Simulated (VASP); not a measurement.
# SnSe2 (P-3m1) in VASP: further runs, part 2 of 2

VASP 6.6.1.

### 4 Single point, PBE

This run uses another cell than the first one, of 75.70 Å³/atom, 2.943 times its volume.

The input, INCAR:

```
SYSTEM = SnSe2
PREC = Accurate
ENCUT = 650
EDIFF = 1E-7
ISMEAR = 0
SIGMA = 0.05
LREAL = .FALSE.
LASPH = .TRUE.
NELM = 120
ALGO = Normal
ISIF = 2
LWAVE = .FALSE.
LCHARG = .FALSE.
LDIPOL = .TRUE.
IDIPOL = 3
DIPOL = 0.5 0.5 0.500
GGA = PE
NBANDS = 24
LVHAR = .TRUE.
LVACPOTAV = .TRUE.
```

The input, KPOINTS:

```
regular mesh
0
G
  9 9 1
  0 0 0
```

The input, POSCAR:

```
SnSe2
1.0
    3.8110000000      0.0000000000      0.0000000000
   -1.9055000000      3.3004228100      0.0000000000
    0.0000000000      0.0000000000     18.0557280000
Se Sn
2 1
Direct
    0.6666666667      0.3333333333      0.4153806482
    0.3333333333      0.6666666667      0.5846193518
    0.0000000000      0.0000000000      0.5000000000
```

Potentials or basis: VASP PAW PBE potentials, release 64 (Se, Sn_d).

Command:

```sh
$ cat potpaw_PBE.64/Se/POTCAR potpaw_PBE.64/Sn_d/POTCAR > POTCAR
$ mpirun -np 1 vasp_std > vasp.out
```

OUTCAR:

```text
SYSTEM = SnSe2
   PREC = Accurate
   ENCUT = 650
   EDIFF = 1E-7
   ISMEAR = 0
   LREAL = .FALSE.
   LASPH = .TRUE.
   NELM = 120
   ISIF = 2
   GGA = PE

 Found     12 irreducible k-points:

 Following reciprocal coordinates:
            Coordinates               Weight
  0.000000  0.000000  0.000000      1.000000
  0.111111  0.000000  0.000000      6.000000
  0.222222 -0.000000  0.000000      6.000000
  0.333333  0.000000  0.000000      6.000000
  0.444444 -0.000000  0.000000      6.000000
  0.111111  0.111111  0.000000      6.000000
   k-points           NKPTS =     12   k-points in BZ     NKDIM =     12   number of bands    NBANDS=     24
   number of dos      NEDOS =    301   number of ions     NIONS =      3
   total plane-waves  NPLWV = 153600
   dimension x,y,z NGX =    32 NGY =   32 NGZ =  150
   dimension x,y,z NGXF=    64 NGYF=   64 NGZF=  300
   ions per type =               2   1
   NGX,Y,Z   is equivalent  to a cutoff of  13.96, 13.96, 13.81 a.u.
   NGXF,Y,Z  is equivalent  to a cutoff of  27.92, 27.92, 27.62 a.u.
 SYSTEM =  SnSe2
   PREC   = accura    normal or accurate (medium, high low for compatibility)
   ISTART =      0    job   : 0-new  1-cont  2-samecut
   ICHARG =      2    charge: 1-file 2-atom 10-const
   ISPIN  =      1    spin polarized calculation?
   LNONCOLLINEAR =      F non collinear calculations
   LSORBIT =      F    spin-orbit coupling
   LASPH  =      T    aspherical Exc in radial PAW
   ENCUT  =  650.0 eV  47.77 Ry    6.91 a.u.   7.92  7.92 37.53*2*pi/ulx,y,z
   NELM   =    120;   NELMIN=  2; NELMDL= -5     # of ELM steps
   EDIFF  = 0.1E-06   stopping-criterion for ELM
   LREAL  =      F    real-space projection
   EDIFFG = 0.1E-05   stopping-criterion for IOM
   NSW    =      0    number of steps for IOM
   IBRION =     -1    ionic relax: 0-MD 1-quasi-New 2-CG
   NFREE  =      0    steps in history (QN), initial steepest desc. (CG)
   ISIF   =      2    stress and relaxation
   ISYM   =      2    0-nonsym 1-usesym 2-fastsym
   POTIM  = 0.5000    time-step for ionic-motion
   TEBEG  =    0.0;   TEEND  =   0.0 temperature during run
   PSTRESS=    0.0 pullay stress
   NELECT =      26.0000    total number of electrons
   NUPDOWN=      -1.0000    fix difference up-down
   EMIN   =  10.00;   EMAX   =-10.00  energy-range for DOS
   EFERMI =   0.00;   METHOD = LEGACY
   ISMEAR =     0;   SIGMA  =   0.05  broadening in eV -4-tet -1-fermi 0-gaus
   EFERMI_NEDOS =   21; number of points for ismear=-14 and -15
   IALGO  =     38    algorithm
   IMIX   =      4    mixing-type and parameters
     AMIX     =   0.40;   BMIX     =  1.00
     AMIX_MAG =   1.60;   BMIX_MAG =  1.00
  volume/ion in A,a.u.               =      75.70       510.86
  Fermi-wavevector in a.u.,A,eV,Ry     =   0.794922  1.502186  8.597545  0.631902
  Thomas-Fermi vector in A             =   1.901150
   LORBIT       =      0    0 simple, 1 ext, 2 COOP (PROOUT), +10 PAW based schemes
   GGA     = PE    functional components
   LHFCALC =     F    Hartree Fock is set to
   AEXX    =    0.0000 exact exchange contribution
   IVDW    =     0    specifies the selected vdW correction
   LEPSILON=     F    determine dielectric tensor
   LRPA    =     F    only Hartree local field effects (RPA)
 non-spin polarized calculation
 Gauss-broadening in eV      SIGMA  =   0.05
  energy-cutoff  :      650.00
  volume of cell :      227.10
 maximum number of plane-waves:      8616
 NGX is ok and might be reduce to    32
   NGX = 15   NGY = 15   NGZ = 75

 number of electron      26.0000002 magnetization

 dipolmoment           0.000000      0.000000     -0.000000 electrons x Angstroem

 Free energy of the ion-electron system (eV)
  ---------------------------------------------------
  ext. energy  EPLUGINS =         0.00000000
  ---------------------------------------------------
  free energy    TOTEN  =       -11.77372293 eV

  energy without entropy =      -11.77372293  energy(sigma->0) =      -11.77372293

 E-fermi :  -2.4172     XC(G=0):  -3.7611

 val. band max:       -2.6704863643   @ k =   0.1111   0.0000   0.0000
 cond. band min:      -1.6400267684   @ k =   0.4444  -0.0000   0.0000
 fundamental gap:      1.0304595959
 Fermi energy:        -2.4172189857

 k-point     1 :       0.0000    0.0000    0.0000
  band No.  band energies     occupation
      1     -23.7800      2.00000
      2     -23.7800      2.00000
      3     -23.7395      2.00000
      4     -23.7257      2.00000
      5     -23.7257      2.00000
      6     -16.3874      2.00000
[... 16 lines left out ...]
     23       6.2018      0.00000
     24       6.3077      0.00000

 k-point     2 :       0.1111    0.0000    0.0000
  band No.  band energies     occupation
      1     -23.7862      2.00000
      2     -23.7757      2.00000
      3     -23.7361      2.00000
      4     -23.7284      2.00000
      5     -23.7248      2.00000
      6     -16.2641      2.00000
[... 16 lines left out ...]
     23       6.3108      0.00000
     24       6.4492      0.00000

 k-point     3 :       0.2222   -0.0000    0.0000
  band No.  band energies     occupation
      1     -23.8035      2.00000
      2     -23.7669      2.00000
      3     -23.7371      2.00000
      4     -23.7238      2.00000
      5     -23.7205      2.00000
      6     -15.9092      2.00000
[... 16 lines left out ...]
     23       6.1858      0.00000
     24       7.0714      0.00000

 k-point     4 :       0.3333    0.0000    0.0000
  band No.  band energies     occupation
      1     -23.8245      2.00000
      2     -23.7613      2.00000
      3     -23.7439      2.00000
      4     -23.7115      2.00000
      5     -23.7110      2.00000
      6     -15.3835      2.00000
[... 16 lines left out ...]
     23       6.9569      0.00000
     24       7.5657      0.00000

 k-point     5 :       0.4444   -0.0000    0.0000
  band No.  band energies     occupation
      1     -23.8385      2.00000
      2     -23.7598      2.00000
      3     -23.7481      2.00000
      4     -23.7033      2.00000
      5     -23.7026      2.00000
      6     -14.8637      2.00000
[... 16 lines left out ...]
     23       7.1276      0.00000
     24       7.8283      0.00000

 k-point     6 :       0.1111    0.1111    0.0000
  band No.  band energies     occupation
      1     -23.7962      2.00000
      2     -23.7712      2.00000
      3     -23.7325      2.00000
      4     -23.7309      2.00000
      5     -23.7208      2.00000
      6     -16.0246      2.00000
[... 16 lines left out ...]
     23       5.8698      0.00000
     24       7.0445      0.00000

 [... further k-points ...]

------------------------ aborting loop because EDIFF is reached ----------------------------------------

  FORCE on cell =-STRESS in cart. coord.  units (eV):
  Direction    XX          YY          ZZ          XY          YZ          ZX
  --------------------------------------------------------------------------------------
  -------------------------------------------------------------------------------------
  Total        2.1536226      2.1536226      2.6960356      0.0000000      0.0000000      0.0000000
  in kB       15.1934589     15.1934589     19.0200948      0.0000000      0.0000000      0.0000000
  external PRESSURE =      16.4690042 kB  Pullay stress =       0.0000000 kB

 VOLUME and BASIS-vectors are now :
 -----------------------------------------------------------------------------
  energy-cutoff  :      650.00
  volume of cell :      227.10
      direct lattice vectors                 reciprocal lattice vectors
     3.811000000  0.000000000  0.000000000     0.262398321  0.151495741  0.000000000
    -1.905500000  3.300422810  0.000000000     0.000000000  0.302991482  0.000000000
     0.000000000  0.000000000 18.055728000     0.000000000  0.000000000  0.055384086

 POSITION                                       TOTAL-FORCE (eV/Angst)
 -----------------------------------------------------------------------------------
      1.90550      1.10014      7.50000         0.000000      0.000000     -0.883232
     -0.00000      2.20028     10.55573        -0.000000      0.000000      0.883232
      0.00000      0.00000      9.02786         0.000000      0.000000     -0.000000
 -----------------------------------------------------------------------------------
    total drift:                                0.000000      0.000000     -0.000000

  FREE ENERGIE OF THE ION-ELECTRON SYSTEM (eV)
  ---------------------------------------------------
  free  energy   TOTEN  =       -11.7737229320 eV

  energy  without entropy=      -11.7737229320  energy(sigma->0) =      -11.77372293

 vacuum level on the upper side and lower side of the slab         3.433         3.433
```

OSZICAR:

```text
N       E                     dE             d eps       ncg     rms          rms(c)
DAV:   1     0.209163214668E+03    0.20916E+03   -0.12194E+04   584   0.106E+03
DAV:   2     0.137903476100E+02   -0.19537E+03   -0.18577E+03   680   0.238E+02
DAV:   3    -0.111967838460E+02   -0.24987E+02   -0.24816E+02   752   0.955E+01
[... 14 lines left out ...]
DAV:  18    -0.117737207275E+02   -0.36807E-05   -0.74178E-08   608   0.150E-03    0.415E-04
DAV:  19    -0.117737225293E+02   -0.18018E-05   -0.31905E-08   512   0.564E-04    0.349E-04
DAV:  20    -0.117737227736E+02   -0.24426E-06   -0.27314E-09   592   0.250E-04    0.152E-04
DAV:  21    -0.117737228903E+02   -0.11673E-06   -0.76365E-10   520   0.129E-04    0.492E-05
DAV:  22    -0.117737229320E+02   -0.41684E-07   -0.94484E-11   520   0.656E-05
   1 F= -.11773723E+02 E0= -.11773723E+02  d E =-.150373E-13
```

stdout:

```text
POSCAR found type information on POSCAR SeSn
 POSCAR found :  2 types and       3 ions
 scaLAPACK will be used
 LDA part: xc-table for (Slater+PW92), standard interpolation
 POSCAR, INCAR and KPOINTS ok, starting setup
 FFT: planning ... GRIDC
 FFT: planning ... GRID_SOFT
 FFT: planning ... GRID
 WAVECAR not read
 entering main loop
 -----------------------------------------------------------------------------
|                                                                             |
|           W    W    AA    RRRRR   N    N  II  N    N   GGGG   !!!           |
|           W    W   A  A   R    R  NN   N  II  NN   N  G    G  !!!           |
|           W    W  A    A  R    R  N N  N  II  N N  N  G       !!!           |
|           W WW W  AAAAAA  RRRRR   N  N N  II  N  N N  G  GGG   !            |
|           WW  WW  A    A  R   R   N   NN  II  N   NN  G    G                |
|           W    W  A    A  R    R  N    N  II  N    N   GGGG   !!!           |
|                                                                             |
|     Did not find any points to average over, which means that no vacuum     |
|     field-free region was found. Please increase the size of  your cell     |
|     in the dimension of the dipole correction to obtain accurate            |
|     workfunction values.                                                    |
|                                                                             |
 -----------------------------------------------------------------------------
```

Run time: 65 s. Hardware: 1 thread of Intel Xeon 6975P-C (Granite Rapids), shared host; peak memory 0.43 GiB.

These settings aren't checked as converged: the numbers below hold their error.

What came out:

```yaml
Free_energy: -11.7737 eV
Largest_force: 0.883 eV/Å
Band_gap_on_the_k_mesh: 1.03 eV, indirect (least direct gap 1.31 eV)
Ionisation_potential_of_the_upper_face: 6.10 eV
```

Caveat: spin-orbit coupling is left out, which moves the levels of the heavy elements.

### 5 Single point, PBE

This run uses another cell than the first one, of 63.12 Å³/atom, 2.454 times its volume.

INCAR, as its differences from that of step 4:

```diff
@@ -2,3 +2,3 @@
 PREC = Accurate
-ENCUT = 650
+ENCUT = 340
 EDIFF = 1E-7
```

The input, KPOINTS:

```
regular mesh
0
G
  3 3 1
  0 0 0
```

The input, POSCAR:

```
SnSe2
1.0
    3.8110000000      0.0000000000      0.0000000000
   -1.9055000000      3.3004228100      0.0000000000
    0.0000000000      0.0000000000     15.0557280000
Se Sn
2 1
Direct
    0.6666666667      0.3333333333      0.3985194206
    0.3333333333      0.6666666667      0.6014805794
    0.0000000000      0.0000000000      0.5000000000
```

Command:

```sh
$ cat potpaw_PBE.64/Se/POTCAR potpaw_PBE.64/Sn_d/POTCAR > POTCAR
$ mpirun -np 1 vasp_std > vasp.out
```

Run time: 8.1 s. Hardware: 1 thread of Intel Xeon 6975P-C (Granite Rapids), shared host; peak memory 0.21 GiB.

The run converged, but some of its settings lie outside the range that counts as converged, so its numbers aren't taken as properties of the slab.

Results:

```
Free energy                            : -11.3496 eV
Largest force                          : 0.690 eV/Å
Band gap on the k mesh                 : 1.58 eV, indirect (least direct gap 1.65 eV)
Ionisation potential of the upper face : 6.11 eV
```

Caveat: the k mesh is coarse (spacing up to 0.63 Å⁻¹), so the values aren't converged; spin-orbit coupling is left out, which moves the levels of the heavy elements.

### 6 Single point, PBE

This run uses another cell than the first one, of 63.12 Å³/atom, 2.454 times its volume.

INCAR, as its differences from that of step 5:

```diff
@@ -2,3 +2,3 @@
 PREC = Accurate
-ENCUT = 340
+ENCUT = 460
 EDIFF = 1E-7
```

KPOINTS is that of step 5.

POSCAR is that of step 5.

Potentials or basis: VASP PAW PBE potentials, release 64 (Se, Sn_d).

Command:

```sh
$ cat potpaw_PBE.64/Se/POTCAR potpaw_PBE.64/Sn_d/POTCAR > POTCAR
$ mpirun -np 1 vasp_std > vasp.out
```

Run time: 15 s. Hardware: 1 thread of Intel Xeon 6975P-C (Granite Rapids), shared host; peak memory 0.27 GiB.

The run converged, but some of its settings lie outside the range that counts as converged, so its numbers aren't taken as properties of the slab.

Results:

| Quantity | Value |
| --- | --- |
| Free energy | -11.3525 eV |
| Largest force | 0.689 eV/Å |
| Band gap on the k mesh | 1.58 eV, indirect (least direct gap 1.65 eV) |
| Ionisation potential of the upper face | 6.11 eV |

Caveat: the k mesh is coarse (spacing up to 0.63 Å⁻¹), so the values aren't converged; spin-orbit coupling is left out, which moves the levels of the heavy elements.
